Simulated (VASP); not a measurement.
A run of VASP 6.6.1 is set up as follows.

File POSCAR:

```
H15NO6
1.0
    6.0276500000      0.0000000000      0.0000000000
    0.0000000000      6.0276500000      0.0000000000
    0.0000000000      0.0000000000      6.0276500000
O H N
6 15 1
Direct
    0.1350775178      0.1013496139      0.1708957886
    0.3870164990      0.2602174977      0.4966446293
    0.6437832323      0.8103489751      0.1037717850
    0.8592735146     -0.0154288985      0.7246439325
    0.7707813161      0.3936359941      0.2720297297
    0.2250960159      0.7808515757      0.5335412640
    0.0088425838      0.1968594726      0.2055361542
    0.1075709439      0.0160593266      0.0365316500
    0.3213690244      0.2009572553      0.3578674940
    0.4442361451      0.1352931905      0.5806574702
    0.6265625907      0.9298814629      0.2107620715
    0.7150381990      0.8890861281     -0.0204723234
    0.8140983634      0.0618814961      0.5927351455
    1.0023309250     -0.0921420454      0.6860882765
    0.7749122792      0.5466807130      0.2329929575
    0.6359858320      0.3695967749      0.3517788856
    0.1977553441      0.8225261918      0.3828689456
    0.3061060281      0.6496893483      0.5502310187
    0.3274742230      0.6539696233      0.9692334492
    0.1450648263      0.5490033429      1.1134189941
    0.1392084809      0.5347855300      0.8540641875
    0.1561802693      0.6430200825      0.9787562317
```

File INCAR.step1:

```
PREC = Accurate ; ENCUT = 520
ISMEAR = -1 ; SIGMA = 0.02
LREAL = Auto ; LASPH = T
NELM = 100 ; NBANDS = 45
GGA = PE ; ALGO = Normal
EDIFF = 1E-4 ; LWAVE = T
LCHARG = F
```

The input INCAR.step2:

```
PREC = Accurate ; ENCUT = 520
EDIFF = 1E-6 ; ISMEAR = -1
SIGMA = 0.02 ; LREAL = Auto
LASPH = T ; NELM = 100
ALGO = Normal ; ISIF = 2
LWAVE = F ; LCHARG = T
METAGGA = R2SCAN ; LMIXTAU = T
LELF = T ; LVHAR = T
NBANDS = 45 ; ISTART = 1
```

The input KPOINTS:

```
regular mesh
0
Gamma
  1 1 1
```

Potentials or basis: VASP PAW PBE potentials, release 64 (O, H, N).

Run with:

```sh
$ cat potpaw_PBE.64/O/POTCAR potpaw_PBE.64/H/POTCAR potpaw_PBE.64/N/POTCAR > POTCAR
$ cp INCAR.step1 INCAR
$ mpirun -np 1 vasp_gam > vasp.out
$ cp INCAR.step2 INCAR
$ mpirun -np 1 vasp_gam > vasp.out
```

Problem. Predict the pressure.

Solution. 0.4 GPa.

Problem. What does it give for the largest force?

Solution. 2.097 eV/Å.

Problem. Estimate the band gap on the k mesh.

Solution. 4.87 eV, direct.

Forces in eV/Å, atoms in the order of the input:
```
O    0.089  0.008  0.369
O    0.557  0.127 -0.259
O    0.158  0.910  0.077
O    0.852 -0.501  0.070
O    1.212 -1.043 -0.135
O   -0.864  1.800  0.639
H   -0.277 -0.063 -0.333
H   -0.118  0.054  0.233
H   -0.035 -0.178  0.502
H   -0.488  0.132 -0.165
H   -0.158 -0.337 -0.103
H   -0.007 -0.502 -0.099
H    0.190  0.222 -0.077
H   -1.001  0.266  0.098
H   -0.167  0.946 -0.456
H   -0.837 -0.126  0.560
H    0.130 -0.049 -0.656
H    0.762 -1.505 -0.316
H   -0.356  0.680  0.249
H   -0.536 -0.742  0.985
H   -0.947 -0.580 -0.599
N    1.843  0.480 -0.585
```

Caveat: the PAW data sets were made with another functional, which shifts forces and pressure a little. r2SCAN opens gaps a little over a GGA but as a rule still falls short of measured ones.
